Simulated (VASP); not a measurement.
## W: band structure with MS2

The system is W.

```
CELL_PARAMETERS angstrom
-1.58234 1.58234 1.58234
1.58234 -1.58234 1.58234
1.58234 1.58234 -1.58234
ATOMIC_POSITIONS crystal
W 0.00000 0.00000 0.00000
```

```json
{
 "Program": "VASP 6.6.1",
 "Task": "band structure",
 "Functional": "MS2",
 "Potentials or basis": "VASP PAW PBE potentials, release 64 (W_sv)",
 "Cutoff": "520 eV",
 "k mesh": "12 × 12 × 12",
 "Occupations": "fermi-dirac, width 0.05 eV",
 "Spin": "no spin polarisation",
 "Further INCAR settings": "ALGO = Normal; EDIFF = 1e-06; NBANDS = 13"
}
```

* Pressure: -2.1 GPa
* Band gap along the path: none (metal or under the smearing width)

Levels at the corners of the path, in eV from the Fermi level:
```csv
point,band 3,band 4,band 5,band 6,band 7,band 8,band 9,band 10,band 11,band 12
Γ,-37.61,-37.61,-9.65,-1.16,-1.16,-1.16,2.38,2.38,15.10,15.10
H,-38.54,-38.54,-5.82,-5.82,5.34,5.34,5.34,8.43,8.43,8.43
H,-38.54,-38.54,-5.82,-5.82,5.34,5.34,5.34,8.43,8.43,8.43
N,-38.04,-37.62,-6.27,-3.53,0.75,2.27,3.27,6.34,11.18,11.90
N,-38.04,-37.62,-6.27,-3.53,0.75,2.27,3.27,6.34,11.18,11.90
Γ,-37.61,-37.61,-9.65,-1.16,-1.16,-1.16,2.38,2.38,15.10,15.10
Γ,-37.61,-37.61,-9.65,-1.16,-1.16,-1.16,2.38,2.38,15.10,15.10
P,-38.28,-38.28,-2.92,-2.91,-2.91,3.44,3.44,6.67,12.50,12.50
P,-38.28,-38.28,-2.92,-2.91,-2.91,3.44,3.44,6.67,12.50,12.50
H,-38.54,-38.54,-5.82,-5.82,5.34,5.34,5.34,8.43,8.43,8.43
P,-38.28,-38.28,-2.92,-2.91,-2.91,3.44,3.44,6.67,12.50,12.50
N,-38.04,-37.62,-6.27,-3.53,0.75,2.27,3.27,6.34,11.18,11.90
```

It took 59 s on 1 thread of Intel(R) Xeon(R) Platinum 8375C CPU @ 2.90GHz (Ice Lake) (shared host), peak memory 0.14 GiB.

Caveat: the PAW data sets were made with another functional, which shifts forces and pressure a little; spin-orbit coupling is left out, which moves the levels of the heavy elements.
